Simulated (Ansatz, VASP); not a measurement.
# Two plane-wave programs on Sc

```
CELL_PARAMETERS angstrom
3.30880 0.00000 0.00000
-1.65440 2.86550 0.00000
0.00000 0.00000 5.26800
ATOMIC_POSITIONS crystal
Sc 0.33333 0.66667 0.25000
Sc 0.66667 0.33333 0.75000
```

Alike in both runs: task single point; functional LDA; k mesh 18 × 18 × 10; occupations gaussian, width 0.15 eV; no spin polarisation.

|  | VASP | Ansatz |
| --- | --- | --- |
| version | VASP 6.6.1 | Ansatz 0.2.0 |
| potentials or method | VASP PAW LDA potentials, release 64 (Sc_sv) | scalar-relativistic, plane waves, PAW |
| plane-wave cutoff (eV) | 520 | 420 |
| valence electrons in the cell | 22 | 22 |

|  | VASP | Ansatz | Ansatz less VASP |
| --- | --- | --- | --- |
| gap on the k mesh at the Fermi level (eV) | none | none | - |
| pressure (GPa) | -5.2 | -5.3 | -0.05 |
| largest component of the traceless stress (GPa) | 1.17 | 1.17 | 0.000 |

A gap of «none» marks a metal or a gap that the smearing closes.
